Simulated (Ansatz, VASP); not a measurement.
**Sn: VASP beside Ansatz**

The input INCAR:

```
SYSTEM = Sn
PREC = Accurate
ENCUT = 520
EDIFF = 1E-6
ISMEAR = -1
SIGMA = 0.1
LREAL = .False.
LASPH = .True.
NELM = 100
ALGO = Normal
ISIF = 2
LWAVE = .False.
LCHARG = .False.
GGA = CA
NBANDS = 21
```

The input KPOINTS:

```
regular mesh
0
Gamma
  10 10 10
  0 0 0
```

The input POSCAR:

```
Sn
1.0
   -2.9000484834      2.9000484834      1.5831030334
    2.9000484834     -2.9000484834      1.5831030334
    2.9000484834      2.9000484834     -1.5831030334
Sn
2
Direct
    0.0000000000      0.0000000000      0.0000000000
    0.7500000000      0.2500000000      0.5000000000
```

Input for Ansatz:

```yaml
crystal:
  lattice:
    - [-2.9000484834012017, 2.9000484834012017, 1.5831030333988785]
    - [2.9000484834012017, -2.9000484834012017, 1.5831030333988785]
    - [2.9000484834012017, 2.9000484834012017, -1.5831030333988785]
  atoms:
    - { symbol: Sn, position: [0.0, 0.0, 0.0] }
    - { symbol: Sn, position: [0.75, 0.25, 0.5] }
basis:
  ecutwfc: 476.19925930478996
kpoints:
  mp_grid:
    grid: [10, 10, 10]
hamiltonian:
  xc: lda
scf:
  occupations:
    method: fermi_dirac
    width: 0.1
output:
  stress: true
```

Alike in both runs: task single point; functional LDA; k mesh 10 × 10 × 10; occupations fermi-dirac, width 0.1 eV; no spin polarisation.

|  | VASP | Ansatz |
| --- | --- | --- |
| version | VASP 6.6.1 | Ansatz 0.2.0 |
| potentials or method | VASP PAW LDA potentials, release 64 (Sn_d) | plane waves, PAW |
| plane-wave cutoff (eV) | 520 | 476 |
| valence electrons in the cell | 28 | 28 |

|  | VASP | Ansatz | Ansatz less VASP |
| --- | --- | --- | --- |
| pressure (GPa) | -0.9 | -0.9 | -0.01 |
| largest component of the traceless stress (GPa) | 0.65 | 0.67 | +0.016 |
